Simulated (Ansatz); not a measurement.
Ionic part of the dielectric constant of AlN at 35 GPa, mode by mode

All numbers below come from DFT LDA, scalar-relativistic, plane waves, PAW in Ansatz 0.2.0. Settings: 420 eV plane-wave cutoff, Γ-centred 12×12×6 mesh, fixed occupations. No spin polarisation. Phonons by linear response, acoustic sum rule imposed.

It takes space group P6_3mc (No. 186, hexagonal). Conventional cell: a = 2.972 Å, b = 2.972 Å, c = 4.685 Å, α = 90.00°, β = 90.00°, γ = 120.00°. Al (site symmetry 3m) is surrounded by 4 N at 1.80 to 1.81 Å. N (site symmetry 3m) is surrounded by 4 Al at 1.80 to 1.81 Å.

The real crystal has changed phase below this pressure.

The primitive cell has V = 35.84 Å³ and ε∞,yy = 4.205. Each polar mode adds Δε = (4.92064×10⁷/V)·S/ν² along y, with S its oscillator strength in e²/amu, ν in cm⁻¹ and V in Å³.

**Question.** From these modes, find each Δε and ε0,yy.
| ν (cm⁻¹) | S_yy (e²/amu) |
| --- | --- |
| 817.6 | 1.36 |

**Answer.**
```json
{"ν (cm⁻¹)": "817.6", "Δε": "2.79"}
```

The sum is 2.794, so ε0,yy = 7.00; the run's tensor has 7.00.

**Question.** Where do the longitudinal modes lie for a wave vector along y?

**Answer.** At 1055 cm⁻¹. The Lyddane–Sachs–Teller product Π(ν_LO/ν_TO)² = 1.66 matches ε0/ε∞ = 1.66.

Cost: 1 run of about 1.6 core-minutes, on Intel Xeon Platinum 8259CL (Skylake/Cascade Lake) (shared hosts).

The whole ionic response along y comes from one mode at 817.6 cm⁻¹, as expected for wurtzite, where only the E1 optical vibration carries a dipole in the basal plane. In it the Al and N sublattices move against each other, and the large electronegativity difference gives this motion a substantial effective charge. The same charge produces both the ionic term of 2.79 and the wide separation between the transverse mode and its longitudinal partner at 1055 cm⁻¹, where the macroscopic field adds to the restoring force.

Short, stiff Al–N bonds and the light N atom keep the frequency high. Because the static contribution falls with the square of the frequency, the lattice adds only moderately to the screening despite the polar bonding. Compression probably reduces this contribution further by stiffening the bonds, though a single pressure can't establish that trend. The Lyddane–Sachs–Teller agreement shows internal consistency rather than accuracy against experiment, since both sides rest on the same charges, force constants and electronic screening.
